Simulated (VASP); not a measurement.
# Tl (Im-3m) in VASP: notebook

Runs on Tl. Level: RPBE. Tasks: single point.

All numbers are computed with VASP 6.6.1; they aren't measurements. Logs are shortened: lines on timing, memory, paths and dates and some standing lists are left out, and cuts for length are marked.

## (1) Starting point

It takes space group Im-3m (No. 229, cubic). The conventional cell has a = 4.075 Å, b = 4.075 Å, c = 4.075 Å, α = 90.00°, β = 90.00°, γ = 90.00°. Around Tl (site symmetry m-3m) lie 8 Tl at 3.53 Å.

This isn't the form of Tl at room conditions, which is hcp.

## (2) Single point, RPBE

INCAR reads:

```
PREC = Accurate ; ENCUT = 520
EDIFF = 1E-6 ; ISMEAR = -1
SIGMA = 0.1 ; LREAL = False
LASPH = True ; NELM = 60
ALGO = Normal ; ISIF = 2
LWAVE = False ; LCHARG = False
GGA = RP ; NBANDS = 12
```

KPOINTS reads:

```
regular mesh
0
Gamma
  18 18 18
```

POSCAR reads:

```
Tl
1.0
   -2.0372753432      2.0372753432      2.0372753432
    2.0372753432     -2.0372753432      2.0372753432
    2.0372753432      2.0372753432     -2.0372753432
Tl
1
Direct
    0.0000000000      0.0000000000      0.0000000000
```

Potentials or basis: VASP PAW PBE potentials, release 64 (Tl_d).

Run with:

```bash
> cat potpaw_PBE.64/Tl_d/POTCAR > POTCAR
> mpirun -np 1 vasp_std > vasp.out
```

OUTCAR:

```text
PREC = Accurate
   ENCUT = 520
   EDIFF = 1E-6
   ISMEAR = -1
   LREAL = False
   LASPH = True
   NELM = 60
   ISIF = 2
   GGA = RP

 ion  position               nearest neighbor table
   1  0.000  0.000  0.000-

  LATTYP: Found a body centered cubic cell.
 ALAT       =     4.0745506864

  Lattice vectors:

 A1 = (  -2.0372753432,   2.0372753432,   2.0372753432)
 A2 = (   2.0372753432,  -2.0372753432,   2.0372753432)
 A3 = (   2.0372753432,   2.0372753432,  -2.0372753432)

Analysis of symmetry for initial positions (statically):
=====================================================================
 Subroutine PRICEL returns:
 Original cell was already a primitive cell.

 Routine SETGRP: Setting up the symmetry group for a
 body centered cubic supercell.

 Subroutine GETGRP returns: Found 48 space group operations
 (whereof 48 operations were pure point group operations)
 out of a pool of 48 trial point group operations.

The static configuration has the point symmetry O_h .

Analysis of symmetry for dynamics (positions and initial velocities):
=====================================================================
 Subroutine PRICEL returns:
 Original cell was already a primitive cell.

 Routine SETGRP: Setting up the symmetry group for a
 body centered cubic supercell.

 Subroutine GETGRP returns: Found 48 space group operations
 (whereof 48 operations were pure point group operations)
 out of a pool of 48 trial point group operations.

The dynamic configuration has the point symmetry O_h .

 Subroutine INISYM returns: Found 48 space group operations
 (whereof 48 operations are pure point group operations),
 and found     1 'primitive' translations

----------------------------------------------------------------------------------------

                                     Primitive cell

  volume of cell :      33.8228

  direct lattice vectors                    reciprocal lattice vectors
    -2.037275343  2.037275343  2.037275343     0.000000000  0.245425834  0.245425834
     2.037275343 -2.037275343  2.037275343     0.245425834  0.000000000  0.245425834
     2.037275343  2.037275343 -2.037275343     0.245425834  0.245425834  0.000000000

  length of vectors
     3.528664403  3.528664403  3.528664403     0.347084543  0.347084543  0.347084543

  position of ions in fractional coordinates (direct lattice)
     0.000000000  0.000000000  0.000000000

[... 81 lines left out ...]
   ISIF   =      2    stress and relaxation
   ISYM   =      2    0-nonsym 1-usesym 2-fastsym
   POTIM  = 0.5000    time-step for ionic-motion
   TEBEG  =    0.0;   TEEND  =   0.0 temperature during run
   PSTRESS=    0.0 pullay stress
   NELECT =      13.0000    total number of electrons
   NUPDOWN=      -1.0000    fix difference up-down
   EMIN   =  10.00;   EMAX   =-10.00  energy-range for DOS
   EFERMI =   0.00;   METHOD = LEGACY
   ISMEAR =    -1;   SIGMA  =   0.10  broadening in eV -4-tet -1-fermi 0-gaus
   EFERMI_NEDOS =   21; number of points for ismear=-14 and -15
   IALGO  =     38    algorithm
   IMIX   =      4    mixing-type and parameters
     AMIX     =   0.40;   BMIX     =  1.00
     AMIX_MAG =   1.60;   BMIX_MAG =  1.00
  volume/ion in A,a.u.               =      33.82       228.25
  Fermi-wavevector in a.u.,A,eV,Ry     =   1.190290  2.249322 19.276611  1.416791
  Thomas-Fermi vector in A             =   2.326378
   LORBIT       =      0    0 simple, 1 ext, 2 COOP (PROOUT), +10 PAW based schemes
   GGA     = RP    functional components
   LHFCALC =     F    Hartree Fock is set to
   AEXX    =    0.0000 exact exchange contribution
   IVDW    =     0    specifies the selected vdW correction
   LEPSILON=     F    determine dielectric tensor
   LRPA    =     F    only Hartree local field effects (RPA)
 non-spin polarized calculation
  energy-cutoff  :      520.00
  volume of cell :       33.82
 maximum number of plane-waves:       943
 NGX is ok and might be reduce to    28
   NGX = 13   NGY = 13   NGZ = 13

 number of electron      13.0000003 magnetization

 Free energy of the ion-electron system (eV)
  ---------------------------------------------------
  ext. energy  EPLUGINS =         0.00000000
  ---------------------------------------------------
  free energy    TOTEN  =        -1.84099896 eV

  energy without entropy =       -1.82271798  energy(sigma->0) =       -1.83185847

 E-fermi :   5.1649     XC(G=0):  -9.2424

 val. band max:        5.1632966921   @ k =   0.3333   0.0556  -0.0000
 cond. band min:       5.1853972546   @ k =  -0.3889  -0.4444   0.2222
 fundamental gap:      0.0221005625
 Fermi energy:         5.1648929006

 k-point     1 :       0.0000    0.0000    0.0000
  band No.  band energies     occupation
      1      -6.4426      2.00000
      2      -6.4426      2.00000
      3      -6.4426      2.00000
      4      -6.1604      2.00000
      5      -6.1604      2.00000
      6      -3.8823      2.00000
      7      14.2965      0.00000
      8      14.2965      0.00000
      9      14.2965      0.00000
     10      17.0085      0.00000
     11      17.0085      0.00000
     12      17.0085      0.00000
[... 331 lines left out ...]
 k-point    24 :       0.3889    0.1111    0.0000
  band No.  band energies     occupation
      1      -6.5350      2.00000
      2      -6.4661      2.00000
      3      -6.1847      2.00000
      4      -6.1737      2.00000
      5      -6.0172      2.00000
      6      -0.2076      2.00000
      7       3.6637      2.00000
      8       9.0752      0.00000
      9      11.2398      0.00000
     10      14.8822      0.00000
     11      16.8386      0.00000
     12      18.8882      0.00000

 [... further k-points ...]

------------------------ aborting loop because EDIFF is reached ----------------------------------------

  FORCE on cell =-STRESS in cart. coord.  units (eV):
  Direction    XX          YY          ZZ          XY          YZ          ZX
  --------------------------------------------------------------------------------------
  -------------------------------------------------------------------------------------
  Total       -0.0239816     -0.0239816     -0.0239816     -0.0000000     -0.0000000      0.0000000
  in kB       -1.1360017     -1.1360017     -1.1360017     -0.0000000     -0.0000000      0.0000000
  external PRESSURE =      -1.1360017 kB  Pullay stress =       0.0000000 kB

 VOLUME and BASIS-vectors are now :
 -----------------------------------------------------------------------------
  energy-cutoff  :      520.00
  volume of cell :       33.82
      direct lattice vectors                 reciprocal lattice vectors
    -2.037275343  2.037275343  2.037275343     0.000000000  0.245425834  0.245425834
     2.037275343 -2.037275343  2.037275343     0.245425834  0.000000000  0.245425834
     2.037275343  2.037275343 -2.037275343     0.245425834  0.245425834  0.000000000

 POSITION                                       TOTAL-FORCE (eV/Angst)
 -----------------------------------------------------------------------------------
      0.00000      0.00000      0.00000         0.000000      0.000000     -0.000000
 -----------------------------------------------------------------------------------
    total drift:                               -0.000000     -0.000000     -0.000000

  FREE ENERGIE OF THE ION-ELECTRON SYSTEM (eV)
  ---------------------------------------------------
  free  energy   TOTEN  =        -1.8409989606 eV

  energy  without entropy=       -1.8227179850  energy(sigma->0) =       -1.83185847
```

Wall time 1.8 min (1 thread of Intel Xeon Platinum 8375C at 2.90GHz (Ice Lake), shared host); peak memory 0.21 GiB.

What came out:

```
Free energy            : -1.8410 eV
Pressure               : -0.1 GPa
Band gap on the k mesh : none (metal or under the smearing width)
```

Caveat: the PAW data sets were made with another functional, which shifts forces and pressure a little. The run has no spin-orbit coupling, so splittings on Tl are missing.

## (3) Single point, RPBE

INCAR reads:

```
SYSTEM = Tl
PREC = Accurate
ENCUT = 520
EDIFF = 1E-7
ISMEAR = -1
SIGMA = 0.1
LREAL = .FALSE.
LASPH = .TRUE.
NELM = 60
ALGO = Normal
ISIF = 2
LWAVE = .FALSE.
LCHARG = .FALSE.
GGA = RP
NBANDS = 12
```

KPOINTS reads:

```
regular mesh
0
G
  12 12 12
  0 0 0
```

POSCAR is that of step 2.

Potentials or basis: VASP PAW PBE potentials, release 64 (Tl_d).

Run with:

```bash
> cat potpaw_PBE.64/Tl_d/POTCAR > POTCAR
> mpirun -np 1 vasp_std > vasp.out
```

Wall time 40 s (1 thread of Intel Xeon Platinum 8375C at 2.90GHz (Ice Lake), shared host); peak memory 0.17 GiB.

The run converged. Its results:

```yaml
Free_energy: -1.8400 eV
Pressure: -0.1 GPa
Band_gap_on_the_k_mesh: none (metal or under the smearing width)
```

Levels at points of the mesh, in eV from the Fermi level:
```csv
k point,band 2,band 3,band 4,band 5,band 6,band 7,band 8,band 9,band 10,band 11
"(0.00, 0.00, 0.00)",-11.56,-11.56,-11.28,-11.28,-9.00,9.18,9.18,9.18,11.89,11.89
"(0.50, 0.00, 0.00)",-11.62,-11.30,-11.28,-11.09,-5.11,-2.11,5.16,6.58,8.85,10.21
"(0.50, 0.50, 0.50)",-11.67,-11.14,-11.14,-11.14,-2.48,1.46,1.46,1.46,5.98,5.98
```

Caveat: the PAW data sets were made with another functional, which shifts forces and pressure a little. The run has no spin-orbit coupling, so splittings on Tl are missing.

## (4) Single point, RPBE

This run uses another cell than the first one, of 29.76 Å³/atom, 0.880 times its volume.

INCAR reads:

```
PREC = Accurate
ENCUT = 520
EDIFF = 1E-7
ISMEAR = -1
SIGMA = 0.1
LREAL = False
LASPH = True
NELM = 100
ALGO = Normal
ISIF = 2
LWAVE = False
LCHARG = True
GGA = RP
LELF = True
LVHAR = True
NBANDS = 12
```

KPOINTS reads:

```
Automatic mesh
0
Gamma
  12 12 12
```

POSCAR reads:

```
Tl
1.0
   -1.9522883067      1.9522883067      1.9522883067
    1.9522883067     -1.9522883067      1.9522883067
    1.9522883067      1.9522883067     -1.9522883067
Tl
1
Direct
    0.0000000000      0.0000000000      0.0000000000
```

Run with:

```bash
> cat potpaw_PBE.64/Tl_d/POTCAR > POTCAR
> mpirun -np 1 vasp_std > vasp.out
```

Wall time 41 s (1 thread of Intel Xeon Platinum 8375C at 2.90GHz (Ice Lake), shared host); peak memory 0.16 GiB.

The run converged. Its results:

- Free energy: -1.8012 eV
- Pressure: 3.4 GPa
- Band gap on the k mesh: none (metal or under the smearing width)

Levels at points of the mesh, in eV from the Fermi level:
```tsv
k point	band 3	band 4	band 5	band 6	band 7	band 8	band 9	band 10
(0.00, 0.00, 0.00)	-11.67	-11.28	-11.28	-9.75	10.46	10.46	10.46	12.25
(0.50, 0.00, 0.00)	-11.31	-11.28	-11.02	-5.02	-2.55	5.71	7.06	9.81
(0.50, 0.50, 0.50)	-11.09	-11.09	-11.09	-1.78	1.48	1.48	1.48	6.39
```

Caveat: the PAW data sets were made with another functional, which shifts forces and pressure a little.

## (5) Single point, RPBE

This run uses another cell than the first one, of 32.47 Å³/atom, 0.960 times its volume.

INCAR reads:

```
SYSTEM = Tl
PREC = Accurate
ENCUT = 520
EDIFF = 1E-6
ISMEAR = -1
SIGMA = 0.1
LREAL = .False.
LASPH = .True.
NELM = 100
ALGO = Fast
ISIF = 2
LWAVE = .False.
LCHARG = .False.
GGA = RP
NBANDS = 12
```

KPOINTS reads:

```
Automatic mesh
0
Gamma
  12 12 12
  0 0 0
```

POSCAR reads:

```
Tl
1.0
   -2.0097412200      2.0097412200      2.0097412200
    2.0097412200     -2.0097412200      2.0097412200
    2.0097412200      2.0097412200     -2.0097412200
Tl
1
Direct
    0.0000000000      0.0000000000      0.0000000000
```

Potentials or basis: VASP PAW PBE potentials, release 64 (Tl_d).

Run with:

```bash
> cat potpaw_PBE.64/Tl_d/POTCAR > POTCAR
> mpirun -np 1 vasp_std > vasp.out
```

OUTCAR:

```text
SYSTEM = Tl
   PREC = Accurate
   ENCUT = 520
   EDIFF = 1E-6
   ISMEAR = -1
   LREAL = .False.
   LASPH = .True.
   NELM = 100
   ISIF = 2
   GGA = RP

 ion  position               nearest neighbor table
   1  0.000  0.000  0.000-

  LATTYP: Found a body centered cubic cell.
 ALAT       =     4.0194824400

  Lattice vectors:

 A1 = (  -2.0097412200,   2.0097412200,   2.0097412200)
 A2 = (   2.0097412200,  -2.0097412200,   2.0097412200)
[... 541 lines left out ...]
     12      21.2021      0.00000

 [... further k-points ...]

------------------------ aborting loop because EDIFF is reached ----------------------------------------

  FORCE on cell =-STRESS in cart. coord.  units (eV):
  Direction    XX          YY          ZZ          XY          YZ          ZX
  --------------------------------------------------------------------------------------
  -------------------------------------------------------------------------------------
  Total        0.1634309      0.1634309      0.1634309      0.0000000      0.0000000      0.0000000
  in kB        8.0642560      8.0642560      8.0642560      0.0000000      0.0000000      0.0000000
  external PRESSURE =       8.0642560 kB  Pullay stress =       0.0000000 kB

 VOLUME and BASIS-vectors are now :
 -----------------------------------------------------------------------------
  energy-cutoff  :      520.00
  volume of cell :       32.47
      direct lattice vectors                 reciprocal lattice vectors
    -2.009741220  2.009741220  2.009741220     0.000000000  0.248788249  0.248788249
     2.009741220 -2.009741220  2.009741220     0.248788249  0.000000000  0.248788249
     2.009741220  2.009741220 -2.009741220     0.248788249  0.248788249  0.000000000

 POSITION                                       TOTAL-FORCE (eV/Angst)
 -----------------------------------------------------------------------------------
      0.00000      0.00000      0.00000         0.000000     -0.000000     -0.000000
 -----------------------------------------------------------------------------------
    total drift:                               -0.000000     -0.000000     -0.000000

  FREE ENERGIE OF THE ION-ELECTRON SYSTEM (eV)
  ---------------------------------------------------
  free  energy   TOTEN  =        -1.8364032723 eV

  energy  without entropy=       -1.8148569772  energy(sigma->0) =       -1.82563012
```

stdout:

```text
POSCAR found type information on POSCAR Tl
 POSCAR found :  1 types and       1 ions
 scaLAPACK will be used
 -----------------------------------------------------------------------------
|                                                                             |
|                                                                             |
|     You enforced a specific xc type in the INCAR file but a different       |
|     I HOPE YOU KNOW WHAT YOU ARE DOING!                                     |
|                                                                             |
 -----------------------------------------------------------------------------

 LDA part: xc-table for (Slater+PW92), standard interpolation
 POSCAR, INCAR and KPOINTS ok, starting setup
 FFT: planning ... GRIDC
 FFT: planning ... GRID_SOFT
 FFT: planning ... GRID
 WAVECAR not read
 entering main loop
```

Run time: 37 s. Hardware: 1 thread of Intel Xeon Platinum 8375C at 2.90GHz (Ice Lake), shared host; peak memory 0.16 GiB.

What came out:

| Property | Result |
| --- | --- |
| Free energy | -1.8364 eV |
| Pressure | 0.8 GPa |
| Band gap on the k mesh | none (metal or under the smearing width) |

Levels at points of the mesh, in eV from the Fermi level:
| k point | band 3 | band 4 | band 5 | band 6 | band 7 | band 8 | band 9 | band 10 |
| --- | --- | --- | --- | --- | --- | --- | --- | --- |
| (0.00, 0.00, 0.00) | -11.58 | -11.27 | -11.27 | -9.22 | 9.58 | 9.58 | 9.58 | 12.01 |
| (0.50, 0.00, 0.00) | -11.29 | -11.27 | -11.07 | -5.08 | -2.24 | 5.33 | 6.74 | 9.14 |
| (0.50, 0.50, 0.50) | -11.12 | -11.12 | -11.12 | -2.26 | 1.47 | 1.47 | 1.47 | 6.11 |

Caveat: the PAW data sets were made with another functional, which shifts forces and pressure a little. Spin-orbit coupling is left out, which matters for the levels of Tl.

## (6) The runs side by side

| cell | k mesh | gap on the mesh (eV) | pressure (GPa) |
| --- | --- | --- | --- |
| Im-3m, 33.82 Å³/atom | 18 × 18 × 18 | none | -0.1 |
| Im-3m, 33.82 Å³/atom | 12 × 12 × 12 | none | -0.1 |
| Im-3m, 29.76 Å³/atom | 12 × 12 × 12 | none | 3.4 |
| Im-3m, 32.47 Å³/atom | 12 × 12 × 12 | none | 0.8 |

Alike in all rows: task single point; level RPBE; potentials or basis VASP PAW PBE potentials, release 64 (Tl_d); no spin polarisation; cutoff (eV) 520; smearing fermi-dirac 0.1 eV.

Every run on the cell as given and a fine mesh finds a metal.

Caveats: the PAW data sets were made with another functional, which shifts forces and pressure a little.

Total energies depend on the potentials used, so only differences within one code and one set of settings carry meaning.
